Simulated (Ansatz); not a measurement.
# What a change of settings does to a run on SnS₂

The cell comes from COD entry 7038081, which wasn't checked; take it as a given geometry.

First run: DFT, PBE, all-electron PAW with datasets made for the crystal, scalar-relativistic (Ansatz 0.2.0).

Command: `ansatz run input.yaml --threads 1 --pin off --max-ram 3072MiB --backend cpu --events-out ev --progress --plain --runs-dir out` The run took about 25 s on 1 thread of a shared machine.

```yaml
crystal:
  lattice:
    - [3.5983003419, 0.0, 0.0]
    - [-1.7991501709, 3.1162195065, 0.0]
    - [0.0, 0.0, 5.494]
  atoms:
    - { symbol: Sn, position: [0.0, 0.0, 0.0] }
    - { symbol: S, position: [0.6666666667, 0.3333333333, 0.2639] }
    - { symbol: S, position: [0.3333333333, 0.6666666667, 0.7361] }
kpoints:
  mp_grid: { grid: [10, 10, 6] }
  band_path:
    path:
      - [0.0, 0.0, 0.0]
      - [0.5, 0.0, 0.0]
      - [0.3333333333, 0.3333333333, 0.0]
      - [0.0, 0.0, 0.0]
      - [0.0, 0.0, 0.5]
      - [0.5, 0.0, 0.5]
      - [0.3333333333, 0.3333333333, 0.5]
      - [0.0, 0.0, 0.5]
      - [0.5, 0.0, 0.5]
    npoints: 8
scf:
  occupations: { method: fermi_dirac, width: 0.01 }
hamiltonian:
  xc: pbe
  pseudopotentials: { kind: all_electron, datasets: crystal }
output:
  forces: true
  stress: true
  eigenvalues: true
  efg: { contact_densities: true }
```

Result: converged; pressure 9.20 GPa; largest force 0.452 eV/Å; gap on the k mesh 1.10 eV; 9 SCF iterations.

Spin–orbit coupling is left out, though it moves levels of the heavy atoms by tenths of an eV or more.

The input is then changed:

```diff
@@ -9,5 +9,5 @@
     - { symbol: S, position: [0.3333333333, 0.6666666667, 0.7361] }
 kpoints:
-  mp_grid: { grid: [10, 10, 6] }
+  mp_grid: { grid: [10, 10, 6], shift: [0.5, 0.5, 0.5] }
   band_path:
     path:
```

Predict the outcome of the changed run.

It converged; energy at zero smearing -0.1 meV/atom from the first run; pressure 9.20 GPa; largest force 0.453 eV/Å; gap on the k mesh 1.24 eV (the mesh can miss the band edges); 9 SCF iterations.
